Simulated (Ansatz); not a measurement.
## Relaxation of FeCo5

Method: Ansatz 0.2.0, DFT PBE, scalar-relativistic, plane waves, PAW. Settings: 420 eV cutoff, 8×9×9 k-mesh, Gaussian smearing of 0.10 eV, collinear spin.

What was changed: 1 of 6 Co sites taken by Fe, cell and atoms relaxed.

Command:

```bash
ansatz run input.yaml --threads 1 --pin off --max-ram 2560MiB --backend cpu --events-out ev --progress --plain --runs-dir out
```

Input:

```yaml
crystal:
  lattice:
    - [0.0, 0.0, -4.0900063299]
    - [-3.7480778844, -2.1639537755, 0.0]
    - [0.0, 4.3279075511, 0.0]
  atoms:
    - { symbol: Co, position: [0.7499970699, 0.3333333333, 0.3333333333], spin: 1.86 }
    - { symbol: Co, position: [0.7499970699, 0.6666666667, 0.0], spin: 1.86 }
    - { symbol: Co, position: [0.7499970699, 0.0, 0.6666666667], spin: 1.86 }
    - { symbol: Co, position: [0.2500029301, 0.6666666667, 0.6666666667], spin: 1.86 }
    - { symbol: Fe, position: [0.2500029301, 0.0, 0.3333333333], spin: 2.87 }
    - { symbol: Co, position: [0.2500029301, 0.3333333333, 1.0], spin: 1.86 }
basis:
  ecutwfc: 420
kpoints:
  mp_grid: { grid: [8, 9, 9] }
hamiltonian:
  xc: pbe
scf:
  occupations: { method: gaussian, width: 0.1 }
output:
  forces: true
  stress: true
  eigenvalues: true
  populations: true
  write_density: true
  write_potential: true
  elf: true
  volumetric_format: npy
magnetization:
  spin_polarized: true
relax:
  adjacent_minimum: "off"
  f_tol: 0.015
  max_steps: 60
  cell: { stress_tol: 0.15 }
```

F is the free energy. Steps run on the plane waves of an earlier cell, but the last one, and at times one on the way, on a freshly chosen basis, so a repeated geometry can differ a little in energy.

Steps:

| step | F − F(1) (eV) | largest force component (eV/Å) | V (Å³/atom) | P (GPa) |
| --- | --- | --- | --- | --- |
| 1 | 0.0000 | 0.173 | 11.058 | -0.69 |
| 2 | -0.0027 | 0.117 | 11.037 | -0.32 |
| 3 | -0.0047 | 0.005 | 11.016 | 0.07 |
| 4 | -0.0045 | 0.005 | 11.016 | 0.06 |

Relaxed structure:

```xyz
6
Lattice="0.0000 0.0000 -4.0753 -3.7478 -2.1638 0.0000 0.0000 4.3276 0.0000" Properties=species:S:1:pos:R:3 pbc="T T T"
Co   -1.2610    0.7145   -3.0565
Co   -2.4868   -1.4493   -3.0565
Co    0.0000    2.8986   -3.0565
Co   -2.4985    1.4425   -1.0188
Fe    0.0000    1.4425   -1.0188
Co   -1.2493    3.6063   -1.0188
```

Symmetry: P-62m, No. 189, hexagonal system. The conventional cell has a = 4.328 Å, b = 4.328 Å, c = 4.075 Å, α = 90.00°, β = 90.00°, γ = 120.00°. Co (site symmetry m2m) is surrounded by 10 Co at 2.49 to 2.52 Å and 2 Fe at 2.50 Å. Around Co (site symmetry -6) lie 9 Co at 2.49 to 2.50 Å and 3 Fe at 2.50 Å. Fe (site symmetry -62m) is surrounded by 12 Co at 2.50 Å.

The run converged. The run took 5.6 min on 1 thread of Intel(R) Xeon(R) Platinum 8488C (Sapphire Rapids), with other jobs on the host, peak memory 0.89 GiB.